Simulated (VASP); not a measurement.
**AlN under pressure and tension**

How does AlN change with the volume? The starting structure is a measured crystal structure from the Crystallography Open Database. All runs use LDA. The equilibrium cell comes from relaxations that aren't shown. At each volume, shape and positions are relaxed as far as symmetry leaves them free.

Main program and level: VASP 6.6.1; Kohn-Sham DFT with plane waves and PAW; LDA.

### Step 1. The structure

Symmetry: P6_3mc, No. 186, hexagonal system. Conventional cell: a = 3.081 Å, b = 3.081 Å, c = 5.031 Å, α = 90.00°, β = 90.00°, γ = 120.00°. Nearest to Al lie 4 N at 1.88 to 1.92 Å. Nearest to N lie 4 Al at 1.88 to 1.92 Å. Farther neighbours and most contacts between anions are not listed.

As a file:

```cif
data_structure
_symmetry_space_group_name_H-M 'P 1'
_symmetry_Int_Tables_number 1
_cell_length_a 3.0810
_cell_length_b 3.0810
_cell_length_c 5.0310
_cell_angle_alpha 90.000
_cell_angle_beta 90.000
_cell_angle_gamma 120.000
_cell_volume 41.36
loop_
_atom_site_label
_atom_site_type_symbol
_atom_site_fract_x
_atom_site_fract_y
_atom_site_fract_z
_atom_site_occupancy
Al1 Al 0.33333 0.66667 0.00000 1
Al2 Al 0.66667 0.33333 0.50000 1
N3 N 0.33333 0.66667 0.38200 1
N4 N 0.66667 0.33333 0.88200 1
```

### Step 2. Relaxation at the equilibrium volume

INCAR

```
SYSTEM = AlN
PREC = Accurate
ENCUT = 560
EDIFF = 1E-07
NELM = 100
ISMEAR = 0
SIGMA = 0.03
LREAL = .FALSE.
ALGO = Normal
GGA = CA
NBANDS = 14
LORBIT = 11
LWAVE = .FALSE.
LCHARG = .FALSE.
KPAR = 8
IBRION = 2
NSW = 50
ISIF = 4
EDIFFG = -0.003
```

POSCAR

```
AlN
1.0
    3.0917031384      0.0000000000      0.0000000000
   -1.5458515692      2.6774934598      0.0000000000
    0.0000000000      0.0000000000      4.9481989860
Al N
2 2
Direct
    0.3333333300      0.6666666700      0.0000158243
    0.6666666700      0.3333333300      0.5000158243
    0.3333333300      0.6666666700      0.3819841757
    0.6666666700      0.3333333300      0.8819841757
```

KPOINTS

```
Automatic mesh
0
Gamma
8 8 4
0 0 0
```

The projector-augmented-wave data sets are Al and N (LDA family, release 64).

Launch:

```console
> mpirun -np 8 vasp_std
```

The log of the run:

```text
[banner, memory and clock lines left out]
running    8 mpi-ranks, on    1 nodes
 distrk:  each k-point on    1 cores,    8 groups
 distr:  one band on    1 cores,    1 groups

 POSCAR found type information on POSCAR AlN
 POSCAR found :  2 types and       4 ions
|                                                                             |
|           W    W    AA    RRRRR   N    N  II  N    N   GGGG   !!!           |
|           W    W   A  A   R    R  NN   N  II  NN   N  G    G  !!!           |
|           W    W  A    A  R    R  N N  N  II  N N  N  G       !!!           |
|           W WW W  AAAAAA  RRRRR   N  N N  II  N  N N  G  GGG   !            |
|           WW  WW  A    A  R   R   N   NN  II  N   NN  G    G                |
|           W    W  A    A  R    R  N    N  II  N    N   GGGG   !!!           |
|                                                                             |
|     For optimal performance we recommend to set                             |
|       NCORE = 2 up to number-of-cores-per-socket                            |
|     NCORE specifies how many cores store one orbital (NPAR=cpu/NCORE).      |
|     This setting can greatly improve the performance of VASP for DFT.       |
|     The default, NCORE=1 might be grossly inefficient on modern             |
|     multi-core architectures or massively parallel machines. Do your        |
|     Unfortunately you need to use the default for GW and RPA                |
|     calculations (for HF NCORE is supported but not extensively tested      |
|     yet).                                                                   |
|                                                                             |

 LDA part: xc-table for (Slater(with rela. corr.)+CA(PZ))
 , standard interpolation
 POSCAR, INCAR and KPOINTS ok, starting setup
 FFT: planning ... GRIDC
 FFT: planning ... GRID_SOFT
 FFT: planning ... GRID
 WAVECAR not read
 entering main loop
       N       E                     dE             d eps       ncg     rms          rms(c)
DAV:   1     0.425466276485E+02    0.42547E+02   -0.78248E+03   840   0.108E+03
DAV:   2    -0.345230842801E+02   -0.77070E+02   -0.70368E+02  1218   0.199E+02
DAV:   3    -0.379541047499E+02   -0.34310E+01   -0.34183E+01  1116   0.434E+01
DAV:   4    -0.379739582668E+02   -0.19854E-01   -0.19851E-01   954   0.401E+00
DAV:   5    -0.379741646772E+02   -0.20641E-03   -0.20640E-03  1116   0.401E-01    0.124E+01
DAV:   6    -0.329500533474E+02    0.50241E+01   -0.14137E+01   942   0.275E+01    0.443E+00
DAV:   7    -0.329009027396E+02    0.49151E-01   -0.64696E-01  1014   0.539E+00    0.280E+00
DAV:   8    -0.328453626234E+02    0.55540E-01   -0.78698E-02   972   0.254E+00    0.379E-01
DAV:   9    -0.328409793544E+02    0.43833E-02   -0.10285E-02  1128   0.724E-01    0.214E-01
DAV:  10    -0.328411596933E+02   -0.18034E-03   -0.93721E-04   954   0.200E-01    0.103E-01
DAV:  11    -0.328411038812E+02    0.55812E-04   -0.12840E-04  1062   0.884E-02    0.198E-02
DAV:  12    -0.328411035570E+02    0.32419E-06   -0.22863E-06  1062   0.125E-02    0.522E-03
DAV:  13    -0.328411033523E+02    0.20464E-06   -0.11744E-06  1074   0.806E-03    0.915E-04
DAV:  14    -0.328411033718E+02   -0.19455E-07   -0.21153E-08   594   0.124E-03
   1 F= -.32841103E+02 E0= -.32841103E+02  d E =-.328411E+02
 curvature:   0.00 expect dE= 0.000E+00 dE for cont linesearch  0.000E+00
 trial: gam= 0.00000 g(F)=  0.543E-08 g(S)=  0.622E-07 ort = 0.000E+00 (trialstep = 0.100E+01)
 search vector abs. value=  0.678E-07
 reached required accuracy - stopping structural energy minimisation
```

Run time: 6.4 s. Hardware: 8 MPI ranks of AMD EPYC 7R43, shared host; peak memory 0.97 GiB; 44 s of CPU time.

Lines that name or quote the potential files are left out of all logs, and their timing lines are given in words.

From OUTCAR (step 2):

```text
ion  position               nearest neighbor table
   1  0.333  0.667  0.000-   4 1.88   4 1.88   4 1.88   3 1.89   2 3.05   2 3.05   2 3.05   2 3.05
                             2 3.05   2 3.05
   2  0.667  0.333  0.500-   3 1.88   3 1.88   3 1.88   4 1.89   1 3.05   1 3.05   1 3.05   1 3.05
                             1 3.05   1 3.05
   3  0.333  0.667  0.382-   2 1.88   2 1.88   2 1.88   1 1.89
   4  0.667  0.333  0.882-   1 1.88   1 1.88   1 1.88   2 1.89

  LATTYP: Found a hexagonal cell.
 ALAT       =     3.0917031384
 C/A-ratio  =     1.6004767484

 Subroutine GETGRP returns: Found 12 space group operations
 (whereof  6 operations were pure point group operations)

The static configuration has the point symmetry C_3v.
 The point group associated with its full space group is C_6v.

 Found     30 irreducible k-points:

   k-points           NKPTS =     30   k-points in BZ     NKDIM =     30   number of bands    NBANDS=     14

   dimension x,y,z NGX =    24 NGY =   24 NGZ =   40
   dimension x,y,z NGXF=    48 NGYF=   48 NGZF=   80

   ENCUT  =  560.0 eV  41.16 Ry    6.42 a.u.   5.97  5.97  9.55*2*pi/ulx,y,z

   NELECT =      16.0000    total number of electrons

 k-points in reciprocal lattice and weights: Automatic mesh
   0.00000000  0.00000000  0.00000000       0.004
   0.12500000  0.00000000  0.00000000       0.023
   0.25000000  0.00000000  0.00000000       0.023
   0.37500000  0.00000000  0.00000000       0.023
   0.50000000  0.00000000  0.00000000       0.012
   0.12500000  0.12500000  0.00000000       0.023
   0.25000000  0.12500000  0.00000000       0.047
   0.37500000  0.12500000  0.00000000       0.047
   0.25000000  0.25000000  0.00000000       0.023
[...]
0.25000000  0.25000000  0.50000000       0.023
   0.37500000  0.25000000  0.50000000       0.023

 average (electrostatic) potential at core
       1 -69.6863       2 -69.6863       3 -59.6919       4 -59.6919

 E-fermi :   6.2973

 k-point     1 :       0.0000    0.0000    0.0000
  band No.  band energies     occupation
    ...
      4       5.1976      2.00000
      5       5.1976      2.00000
      6       5.8584      2.00000
      7       5.8584      2.00000
      8       6.0857      2.00000
      9      10.4834      0.00000
     10      12.7907      0.00000
     11      16.7176      0.00000
     12      17.1623      0.00000
     13      17.1623      0.00000
    ...

 k-point     2 :       0.1250    0.0000    0.0000
  band No.  band energies     occupation
    ...
      4       4.3116      2.00000
      5       4.9474      2.00000
      6       5.0437      2.00000
      7       5.8219      2.00000
      8       5.9923      2.00000
      9      11.2857      0.00000
     10      13.5151      0.00000
     11      15.8406      0.00000
     12      16.1111      0.00000
     13      17.7330      0.00000
    ...

 k-point     3 :       0.2500    0.0000    0.0000
  band No.  band energies     occupation
    ...
      4       2.5541      2.00000
      5       3.5976      2.00000
      6       4.4712      2.00000
      7       5.6356      2.00000
      8       5.6557      2.00000
      9      12.3462      0.00000
     10      13.6550      0.00000
     11      14.1420      0.00000
     12      16.1273      0.00000
     13      17.6431      0.00000
    ...

  Total        0.0019697      0.0019697      0.0047518      0.0000000      0.0000000      0.0000000
  in kB        0.0770450      0.0770450      0.1858628      0.0000000      0.0000000      0.0000000
  external PRESSURE =       0.1133176 kB  Pullay stress =       0.0000000 kB

  energy-cutoff  :      560.00
  volume of cell :       40.96
      direct lattice vectors                 reciprocal lattice vectors
     3.091703138  0.000000000  0.000000000     0.323446319  0.186741819  0.000000000
    -1.545851569  2.677493460  0.000000000     0.000000000  0.373483639  0.000000000
     0.000000000  0.000000000  4.948198986     0.000000000  0.000000000  0.202093732

 POSITION                                       TOTAL-FORCE (eV/Angst)
 -----------------------------------------------------------------------------------
     -0.00000      1.78500      0.00008         0.000000     -0.000000      0.000168
      1.54585      0.89250      2.47418        -0.000000      0.000000      0.000168
     -0.00000      1.78500      1.89013         0.000000     -0.000000     -0.000168
      1.54585      0.89250      4.36423        -0.000000      0.000000     -0.000168
 -----------------------------------------------------------------------------------
    total drift:                               -0.000008      0.000005     -0.000501

  FREE ENERGIE OF THE ION-ELECTRON SYSTEM (eV)
  ---------------------------------------------------
  free  energy   TOTEN  =       -32.8411033718 eV

  energy  without entropy=      -32.8411033718  energy(sigma->0) =      -32.84110337

 reached required accuracy - stopping structural energy minimisation

 total charge
# of ion       s       p       d       tot
------------------------------------------
    1        0.378   0.461   0.000   0.839
    2        0.378   0.461   0.000   0.839
    3        1.209   2.625   0.000   3.834
    4        1.209   2.625   0.000   3.834
--------------------------------------------------
tot          3.174   6.173   0.000   9.348

[... 3 further parts left out ...]
```

CONTCAR:

```
AlN
   1.00000000000000
     3.0917031384000002    0.0000000000000000    0.0000000000000000
    -1.5458515692000001    2.6774934598000000    0.0000000000000000
     0.0000000000000000    0.0000000000000000    4.9481989860000004
  Al              N
     2     2
Direct
     0.3333333300000021    0.6666666699999979    0.0000158243000001
     0.6666666699999979    0.3333333300000021    0.5000158243000001
     0.3333333300000021    0.6666666699999979    0.3819841756999978
     0.6666666699999979    0.3333333300000021    0.8819841756999978
```

The run keeps the 12 symmetry operations of its start, so it cannot find a distortion of lower symmetry.

The equilibrium volume: 10.240 Å³ an atom and a pressure of 0.01 GPa, and 4.398 eV of gap on the mesh. Further runs on this cell, not shown, give the modes B1 (2) 731.8, E1 681.6, E2 (1) 239.2 cm⁻¹.

### Step 3. Relaxation at 0.96 of the equilibrium volume

INCAR is that of step 2.

POSCAR

```
AlN
1.0
    3.0499182441      0.0000000000      0.0000000000
   -1.5249591220      2.6413066798      0.0000000000
    0.0000000000      0.0000000000      4.8813232342
Al N
2 2
Direct
    0.3333333300      0.6666666700      0.0000158243
    0.6666666700      0.3333333300      0.5000158243
    0.3333333300      0.6666666700      0.3819841757
    0.6666666700      0.3333333300      0.8819841757
```

KPOINTS is that of step 2.

Launch:

```console
> mpirun -np 8 vasp_std
```

The log of the run:

```text
[banner, memory and clock lines left out]
running    8 mpi-ranks, on    1 nodes
[...]
[... a notice as in an earlier step ...]

 LDA part: xc-table for (Slater(with rela. corr.)+CA(PZ))
 , standard interpolation
 POSCAR, INCAR and KPOINTS ok, starting setup
[...]
entering main loop
       N       E                     dE             d eps       ncg     rms          rms(c)
DAV:   1     0.439370270335E+02    0.43937E+02   -0.78306E+03   840   0.108E+03
DAV:   2    -0.344875730706E+02   -0.78425E+02   -0.72084E+02  1166   0.197E+02
DAV:   3    -0.380985635206E+02   -0.36110E+01   -0.35955E+01  1092   0.440E+01
DAV:   4    -0.381184219808E+02   -0.19858E-01   -0.19856E-01   972   0.401E+00
[...]
DAV:  12    -0.327936148872E+02    0.28022E-06   -0.17720E-06  1020   0.109E-02    0.547E-03
DAV:  13    -0.327936147232E+02    0.16397E-06   -0.86818E-07  1110   0.702E-03    0.507E-04
DAV:  14    -0.327936147410E+02   -0.17727E-07   -0.18771E-08   576   0.114E-03
   1 F= -.32793615E+02 E0= -.32793615E+02  d E =-.327936E+02
[... from here on, the cycles between the ionic steps are left out ...]
   2 F= -.32793796E+02 E0= -.32793796E+02  d E =-.181333E-03
   3 F= -.32793825E+02 E0= -.32793825E+02  d E =-.209972E-03
   4 F= -.32793827E+02 E0= -.32793827E+02  d E =-.225151E-05
   5 F= -.32793866E+02 E0= -.32793866E+02  d E =-.409154E-04
[...]
reached required accuracy - stopping structural energy minimisation
```

Elapsed: 16 s, on 8 MPI ranks; peak memory 1.1 GiB; 2 min of CPU time.

OUTCAR, selected parts (step 3):

```text
  Total        2.2910759      2.2910759      2.2869821      0.0000000      0.0000000      0.0000000
  in kB       93.3480950     93.3480950     93.1812954      0.0000000      0.0000000      0.0000000
  external PRESSURE =      93.2924952 kB  Pullay stress =       0.0000000 kB

 POSITION                                       TOTAL-FORCE (eV/Angst)
 -----------------------------------------------------------------------------------
     -0.00000      1.76276      4.86865         0.000000     -0.000000      0.001118
      1.52659      0.88138      2.43321         0.000000      0.000000      0.001118
     -0.00000      1.76276      1.86292         0.000000     -0.000000     -0.001118
      1.52659      0.88138      4.29837        -0.000000      0.000000     -0.001118
 -----------------------------------------------------------------------------------
    total drift:                               -0.000008      0.000005      0.000217

  FREE ENERGIE OF THE ION-ELECTRON SYSTEM (eV)
  ---------------------------------------------------
  free  energy   TOTEN  =       -32.7938656288 eV

  energy  without entropy=      -32.7938656288  energy(sigma->0) =      -32.79386563

[... 2 parts as in an earlier step ...]

[... 2 further parts left out ...]
[key lines of the parts left out:]
E-fermi :   6.6933
```

0.96 of the equilibrium volume: 9.831 Å³ an atom and a pressure of 9.33 GPa, and 4.744 eV of gap on the mesh. Further runs on this cell, not shown, give the modes B1 (2) 766.1, E1 723.7, E2 (1) 238.7 cm⁻¹.

### Step 4. Relaxation at 1.04 of the equilibrium volume

INCAR is that of step 3.

POSCAR

```
AlN
1.0
    3.1323881085      0.0000000000      0.0000000000
   -1.5661940542      2.7127276775      0.0000000000
    0.0000000000      0.0000000000      5.0133143346
Al N
2 2
Direct
    0.3333333300      0.6666666700      0.0000158243
    0.6666666700      0.3333333300      0.5000158243
    0.3333333300      0.6666666700      0.3819841757
    0.6666666700      0.3333333300      0.8819841757
```

KPOINTS is that of step 3.

Launch:

```console
> mpirun -np 8 vasp_std
```

The log of the run:

```text
[... set-up lines as in an earlier step ...]
 entering main loop
       N       E                     dE             d eps       ncg     rms          rms(c)
DAV:   1     0.462766756651E+02    0.46277E+02   -0.77392E+03   840   0.108E+03
DAV:   2    -0.338276893064E+02   -0.80104E+02   -0.74195E+02  1174   0.199E+02
DAV:   3    -0.377404558963E+02   -0.39128E+01   -0.38997E+01  1128   0.463E+01
DAV:   4    -0.377646861106E+02   -0.24230E-01   -0.24226E-01   978   0.440E+00
[...]
DAV:  12    -0.328014655246E+02    0.50929E-06   -0.32416E-06  1050   0.132E-02    0.470E-03
DAV:  13    -0.328014653226E+02    0.20197E-06   -0.11621E-06  1104   0.802E-03    0.127E-03
DAV:  14    -0.328014653221E+02    0.51102E-09   -0.20240E-08   558   0.127E-03
   1 F= -.32801465E+02 E0= -.32801465E+02  d E =-.328015E+02
[...]
2 F= -.32801609E+02 E0= -.32801609E+02  d E =-.144131E-03
[...]
3 F= -.32801626E+02 E0= -.32801626E+02  d E =-.160839E-03
[...]
4 F= -.32801636E+02 E0= -.32801636E+02  d E =-.103323E-04
[...]
5 F= -.32801645E+02 E0= -.32801645E+02  d E =-.186659E-04
[...]
reached required accuracy - stopping structural energy minimisation
```

Elapsed: 14 s, on 8 MPI ranks; peak memory 1.1 GiB.

OUTCAR, selected parts (step 4):

```text
  Total       -2.0362860     -2.0362860     -2.0399422     -0.0000000      0.0000000      0.0000000
  in kB      -76.5848134    -76.5848134    -76.7223235     -0.0000000      0.0000000      0.0000000
  external PRESSURE =     -76.6306501 kB  Pullay stress =       0.0000000 kB

 POSITION                                       TOTAL-FORCE (eV/Angst)
 -----------------------------------------------------------------------------------
     -0.00000      1.80693      0.00187         0.000000     -0.000000      0.000438
      1.56485      0.90347      2.51284         0.000000      0.000000      0.000438
     -0.00000      1.80693      1.91651        -0.000000      0.000000     -0.000438
      1.56485      0.90347      4.42748        -0.000000      0.000000     -0.000438
 -----------------------------------------------------------------------------------
    total drift:                               -0.000009      0.000005     -0.000085

  FREE ENERGIE OF THE ION-ELECTRON SYSTEM (eV)
  ---------------------------------------------------
  free  energy   TOTEN  =       -32.8016448274 eV

  energy  without entropy=      -32.8016448274  energy(sigma->0) =      -32.80164483

[... 2 parts as in an earlier step ...]

[... 2 further parts left out ...]
[key lines of the parts left out:]
E-fermi :   5.8858
```

1.04 of the equilibrium volume: 10.650 Å³ an atom and a pressure of -7.66 GPa, and 4.067 eV of gap on the mesh. Further runs on this cell, not shown, give the modes B1 (2) 701.3, E1 643.2, E2 (1) 239.5 cm⁻¹.

[end of part 1 of 2]

[Lines on the potential files, build, host, timing and source positions are cut from VASP's logs without a mark.]

[Logs are printed without paths, hosts, clocks, repeated set-up lines and the standing remarks that a program may print on its own settings, such as how far it seeks lower states.]

[Hosts, paths, dates, database ids (printed as entryN), source tags and the programs' standing remarks are cut or masked in the printed files.]
